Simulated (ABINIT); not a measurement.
# BAs: band structure with OLYP

BAs:

```xyz
2
Lattice="0.0000 2.3885 2.3885 2.3885 0.0000 2.3885 2.3885 2.3885 0.0000" Properties=species:S:1:pos:R:3 pbc="T T T"
As    3.5827    3.5827    3.5827
B     0.0000    0.0000    0.0000
```

```json
{"Program": "ABINIT 10.8.3 (patched build)", "Task": "band structure", "Functional": "OLYP", "Potentials or basis": "JTH PAW PBE v2.0 sp", "Cutoff": "408 eV", "k mesh": "10 × 10 × 10", "Occupations": "fermi-dirac, width 0.05 eV", "Spin": "no spin polarisation", "Fine-grid cutoff": "816.342 eV", "Exchange and correlation inside the PAW spheres": "full angular mesh (pawxcdev 0, this build's default; the released program takes 1)"}
```

```json
{
  "Pressure": "2.5 GPa",
  "Band gap on the k mesh": "1.34 eV, indirect (least direct gap 3.32 eV)",
  "Band gap along the path": "1.34 eV, indirect (least direct gap 3.32 eV)",
  "Valence electrons inside the program's atomic spheres": "As 2.86; B 1.77"
}
```

Levels at the corners of the path, in eV from the valence-band top:
```csv
point,band 1,band 2,band 3,band 4,band 5,band 6,band 7,band 8
Γ,-15.40,0.00,0.00,0.00,3.32,3.32,3.32,4.79
X,-11.22,-8.57,-4.06,-4.06,1.58,1.66,11.61,11.61
W,-11.07,-8.14,-5.43,-5.15,5.55,6.13,7.06,7.15
K,-11.27,-8.21,-5.88,-3.48,2.22,5.78,9.41,9.98
Γ,-15.40,0.00,0.00,0.00,3.32,3.32,3.32,4.79
L,-12.56,-8.76,-1.82,-1.82,2.79,4.89,4.89,9.41
U,-11.27,-8.21,-5.88,-3.48,2.22,5.78,9.41,9.98
W,-11.07,-8.14,-5.43,-5.15,5.55,6.13,7.06,7.15
L,-12.56,-8.76,-1.82,-1.82,2.79,4.89,4.89,9.41
K,-11.27,-8.21,-5.88,-3.48,2.22,5.78,9.41,9.98
```

It took 13 s on 1 thread of Arm Neoverse V2, with other jobs on the host, peak memory 0.11 GiB.

Caveat: the PAW data sets were made with another functional, which shifts forces and pressure a little; this set keeps more shells in the core, which shifts pressures and gaps.
